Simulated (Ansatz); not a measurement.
# Mo(100) with 4 layers of random Mo-Os, 2x2: scattering by chemical disorder

How strongly does chemical disorder scatter in Mo(100) with 4 layers of random Mo-Os, 2x2?

Method: Ansatz plane-wave DFT, PBE, PAW files; ballistic transport by layer matching (Landauer), zero bias; PAW set soft_1, in Ansatz 0.2.0.

Most raw output is cut from this account.

### Step 1. Starting point

The cell holds 56 atoms: 48 Mo and 8 Os. Its edges and angles: a = 6.294 Å, b = 6.294 Å, c = 22.029 Å, α = 90.0°, β = 90.0°, γ = 90.0°. It derives from Mo. Regions: lead, 40 atoms (40 Mo); scattering region, 16 atoms (8 Os and 8 Mo). The structure is stacked along c, and the current runs across the ab planes.

### Step 2. With 4 alloy layers

In 4 layers a share of 0.5 of the sites is given to Os at random. The layers about the cell's end stay perfect and serve as the lead. Disorder leaves little or no symmetry, which makes such runs dear. Energies from -0.05 to 0.05 eV in steps of 0.05 eV are too few for the program's thermal sum, so it prints no conductance; for a metal the transmission near the Fermi level serves, at a fraction of the cost.

input.yaml reads:

```yaml
crystal:
  lattice:
    - [6.294, 0.0, 0.0]
    - [0.0, 6.294, 0.0]
    - [0.0, 0.0, 22.029]
  atoms:
    - { symbol: Mo, position: [0.0, 0.0, 0.0357142857] }
    - { symbol: Mo, position: [0.0, 0.5, 0.0357142857] }
    - { symbol: Mo, position: [0.5, 0.0, 0.0357142857] }
    - { symbol: Mo, position: [0.5, 0.5, 0.0357142857] }
    - { symbol: Mo, position: [0.25, 0.25, 0.1071428571] }
    - { symbol: Mo, position: [0.25, 0.75, 0.1071428571] }
    - { symbol: Mo, position: [0.75, 0.25, 0.1071428571] }
    - { symbol: Mo, position: [0.75, 0.75, 0.1071428571] }
[... 44 atom lines left out ...]
    - { symbol: Mo, position: [0.25, 0.25, 0.9642857143] }
    - { symbol: Mo, position: [0.25, 0.75, 0.9642857143] }
    - { symbol: Mo, position: [0.75, 0.25, 0.9642857143] }
    - { symbol: Mo, position: [0.75, 0.75, 0.9642857143] }
kpoints:
  mp_grid: { grid: [4, 4, 1] }
hamiltonian:
  xc: pbe
  pseudopotentials: { kind: paw, azcp: { folder: soft_1 } }
scf:
  occupations: { method: fermi_dirac, width: 0.1 }
output:
  transmission: { leads: [[0, 4]], kmesh: [8, 8], e_range: [-0.05, 0.05], de: 0.05 }
  write_potential: true
  write_density: true
  volumetric_format: npy
```

Launch:

```bash
$ ansatz run input.yaml --threads 4 --pin off --max-ram 15360MiB --backend cpu --events-out ev --progress --plain --runs-dir out
```

Elapsed: 9.9 min, on 4 threads of Arm Neoverse V1, shared host; peak memory 7.6 GiB; 37 min of CPU time.

This step gave:

| Quantity | Value |
| --- | --- |
| free energy | -328973.0161 eV |
| energy at zero smearing | -328972.1380 eV |
| Fermi energy | 21.48 eV |
| cell area | 39.61 Å² |
| transmission per spin nearest the Fermi level | 4.090 |
| open channels per spin nearest the Fermi level | 6.594 |
| step of the lead's potential | 21.9 meV |

Per spin. Table of transmission, zone mean by energy, zero at the Fermi level:

```tsv
energy (eV)	transmission, zone mean
-0.0500	4.11
0.0000	4.09
0.0500	4.20
```

Per spin. Open channels, zone mean, lead against energy, zero at the Fermi level:

```tsv
energy (eV)	open channels, zone mean, lead
-0.0500	6.59
0.0000	6.59
0.0500	6.84
```

Transmission over k1 and k2. At 0.0000 eV from the Fermi level.

Values, 8 rows by 8 columns:
```
 0.0  0.9  1.3  3.6  4.2  3.7  1.6  0.2
 2.0  1.3  2.9  6.0  8.2  5.6  3.0  1.6
 2.6  3.6  6.0  9.2 10.1  9.2  5.6  3.7
 2.2  4.2  8.2 10.1 11.3 10.1  8.2  4.2
 2.6  3.7  5.6  9.2 10.1  9.2  6.0  3.6
 2.0  1.6  3.0  5.6  8.2  6.0  2.9  1.3
 0.0  0.2  1.6  3.7  4.2  3.6  1.3  0.9
 0.0  0.0  2.0  2.6  2.2  2.6  2.0  0.0
```
Columns: k1 (b1) from -0.5 to 0.375; rows upwards: k2 (b2) from -0.5 to 0.375.

Open channels over k1 and k2. At 0.0000 eV from the Fermi level.

Ten even steps from '0' (0.0) to '9' (15.0):
```
00134310
21379731
23799973
24999994
23799973
21379731
00134310
00222220
```
Columns: k1 (b1) from -0.5 to 0.375; rows upwards: k2 (b2) from -0.5 to 0.375.

Over the solved energies the transmission per spin lies between 4.09 and 4.20, out of 6.68 channels of the lead on average (up to 6.84).

### Step 3. With 8 alloy layers

In 8 layers a share of 0.5 of the sites is given to Os at random. A fresh draw is used; the growth of the resistance with length is what counts.

System of this step: Mo(100) with 8 layers of random Mo-Os, 2x2. The cell holds 72 atoms: 56 Mo and 16 Os. Its edges and angles: a = 6.294 Å, b = 6.294 Å, c = 28.323 Å, α = 90.0°, β = 90.0°, γ = 90.0°. It derives from Mo. Regions: lead, 40 atoms (40 Mo); scattering region, 32 atoms (16 Mo and 16 Os). The structure is stacked along c, and the current runs across the ab planes.

input.yaml reads:

```yaml
crystal:
  lattice:
    - [6.294, 0.0, 0.0]
    - [0.0, 6.294, 0.0]
    - [0.0, 0.0, 28.323]
  atoms:
    - { symbol: Mo, position: [0.0, 0.0, 0.0277777778] }
    - { symbol: Mo, position: [0.0, 0.5, 0.0277777778] }
    - { symbol: Mo, position: [0.5, 0.0, 0.0277777778] }
    - { symbol: Mo, position: [0.5, 0.5, 0.0277777778] }
    - { symbol: Mo, position: [0.25, 0.25, 0.0833333333] }
    - { symbol: Mo, position: [0.25, 0.75, 0.0833333333] }
    - { symbol: Mo, position: [0.75, 0.25, 0.0833333333] }
    - { symbol: Mo, position: [0.75, 0.75, 0.0833333333] }
[... 60 atom lines left out ...]
    - { symbol: Mo, position: [0.25, 0.25, 0.9722222222] }
    - { symbol: Mo, position: [0.25, 0.75, 0.9722222222] }
    - { symbol: Mo, position: [0.75, 0.25, 0.9722222222] }
    - { symbol: Mo, position: [0.75, 0.75, 0.9722222222] }
kpoints:
  mp_grid: { grid: [4, 4, 1] }
hamiltonian:
  xc: pbe
  pseudopotentials: { kind: paw, azcp: { folder: soft_1 } }
scf:
  occupations: { method: fermi_dirac, width: 0.1 }
output:
  transmission: { leads: [[0, 4]], kmesh: [8, 8], e_range: [-0.05, 0.05], de: 0.05 }
  write_potential: true
  write_density: true
  volumetric_format: npy
```

Run time: 22 min. Hardware: 4 threads; peak memory 8 GiB; 85 min of CPU time.

This step gave:

* free energy: -459703.1253 eV
* energy at zero smearing: -459701.9456 eV
* Fermi energy: 21.65 eV
* transmission per spin nearest the Fermi level: 3.377
* open channels per spin nearest the Fermi level: 6.781
* step of the lead's potential: 14.7 meV

Per spin. Table of transmission, zone mean by energy, zero at the Fermi level:

```tsv
energy (eV)	transmission, zone mean
-0.0500	3.35
0.0000	3.38
0.0500	3.39
```

Over the solved energies the transmission per spin lies between 3.35 and 3.39, out of 6.74 channels of the lead on average (up to 6.84).

### Step 4. With 12 alloy layers

In 12 layers a share of 0.5 of the sites is given to Os at random. A fresh draw is used; the growth of the resistance with length is what counts.

System of this step: Mo(100) with 12 layers of random Mo-Os, 2x2. The cell holds 88 atoms: 64 Mo and 24 Os. Its edges and angles: a = 6.294 Å, b = 6.294 Å, c = 34.617 Å, α = 90.0°, β = 90.0°, γ = 90.0°. It derives from Mo. Regions: lead, 40 atoms (40 Mo); scattering region, 48 atoms (24 Os and 24 Mo). The structure is stacked along c, and the current runs across the ab planes.

input.yaml reads:

```yaml
crystal:
  lattice:
    - [6.294, 0.0, 0.0]
    - [0.0, 6.294, 0.0]
    - [0.0, 0.0, 34.617]
  atoms:
    - { symbol: Mo, position: [0.0, 0.0, 0.0227272727] }
    - { symbol: Mo, position: [0.0, 0.5, 0.0227272727] }
    - { symbol: Mo, position: [0.5, 0.0, 0.0227272727] }
    - { symbol: Mo, position: [0.5, 0.5, 0.0227272727] }
    - { symbol: Mo, position: [0.25, 0.25, 0.0681818182] }
    - { symbol: Mo, position: [0.25, 0.75, 0.0681818182] }
    - { symbol: Mo, position: [0.75, 0.25, 0.0681818182] }
    - { symbol: Mo, position: [0.75, 0.75, 0.0681818182] }
[... 76 atom lines left out ...]
    - { symbol: Mo, position: [0.25, 0.25, 0.9772727273] }
    - { symbol: Mo, position: [0.25, 0.75, 0.9772727273] }
    - { symbol: Mo, position: [0.75, 0.25, 0.9772727273] }
    - { symbol: Mo, position: [0.75, 0.75, 0.9772727273] }
kpoints:
  mp_grid: { grid: [4, 4, 1] }
hamiltonian:
  xc: pbe
  pseudopotentials: { kind: paw, azcp: { folder: soft_1 } }
scf:
  occupations: { method: fermi_dirac, width: 0.1 }
output:
  transmission: { leads: [[0, 4]], kmesh: [8, 8], e_range: [-0.05, 0.05], de: 0.05 }
  write_potential: true
  write_density: true
  volumetric_format: npy
```

The job ended after 34 min (4 threads; peak memory 8.6 GiB; 2.2 h of CPU time).

This step gave:

| Quantity | Value |
| --- | --- |
| free energy | -590433.2884 eV |
| energy at zero smearing | -590431.7944 eV |
| Fermi energy | 21.74 eV |
| transmission per spin nearest the Fermi level | 2.469 |
| open channels per spin nearest the Fermi level | 6.594 |
| step of the lead's potential | 10.6 meV |

Per spin. Table of transmission, zone mean by energy, zero at the Fermi level:

```tsv
energy (eV)	transmission, zone mean
-0.0500	2.50
0.0000	2.47
0.0500	2.49
```

Over the solved energies the transmission per spin lies between 2.47 and 2.50, out of 6.64 channels of the lead on average (up to 6.78).

### Step 5. The fit

This step: Ansatz plane-wave DFT, PBE, PAW files; ballistic transport by layer matching (Landauer), zero bias; residual resistivity from the slope of the area resistance, atoms on the host's lattice; PAW set soft_1 (Ansatz 0.2.0).

This step gave:

| Quantity | Value |
| --- | --- |
| resistivity | 64.72 µΩ cm |
| intercept | 0.02375 fΩ m² |
| scatter about the fit | 0.05734 fΩ m² |

Resistance, by row:

```tsv
run	length (Å)	T	channels N	RA (fΩ m²)
n4	6.294	4.132	6.677	0.4716
n8	12.59	3.373	6.74	0.7573
n12	18.88	2.486	6.635	1.286
```

Area resistance against length of the alloy:

```tsv
length of the alloy (Å)	area resistance (fΩ m²)
6.29	0.472
12.59	0.757
18.88	1.29
```

The area resistance goes from 0.47 to 1.3 fΩ m² between 6.3 and 18.9 Å, a slope of 65 µΩ cm.

By hand from the end points: (1.286 − 0.4716) fΩ m² / (18.88 − 6.29) Å = 65 µΩ cm, since 1 fΩ m² per Å is 1000 µΩ cm.

### Step 6. Outcome

| Item | Value |
| --- | --- |
| resistivity from the slope | 64.7 µΩ cm |
| area resistance over 6.29 Å | 0.472 fΩ m² |
| area resistance over 12.6 Å | 0.757 fΩ m² |
| area resistance over 18.9 Å | 1.29 fΩ m² |

The slope gives 65 µΩ cm. The points scatter by 0.057 fΩ m² about the line, with one random draw a length in a 2x2 cell, so the slope is a rough value. The lead's own channel count moves between the runs (6.68, 6.74 and 6.64), which shifts RA and the slope too. Read with a model of isotropic scattering on a spherical Fermi surface and the lead's 1.3×10¹⁵ S/m², this slope means a mean free path near 9.0 Å (a rough figure, since the alloy's own channel count differs); over these lengths the model's slope is within 3 % of its bulk resistivity. The atoms sit on the host's lattice, so scattering by size misfit is left out. With 50 % of Os, whose own structure is another, this is a hypothetical phase. Spin-orbit coupling is left out, which matters for Os.

[Logs are printed without paths, hosts, clocks, repeated set-up lines and the standing remarks that a program may print on its own settings, such as how far it seeks lower states.]

[Hosts, paths, dates, database ids (printed as entryN), source tags and the programs' standing remarks are cut or masked in the printed files.]
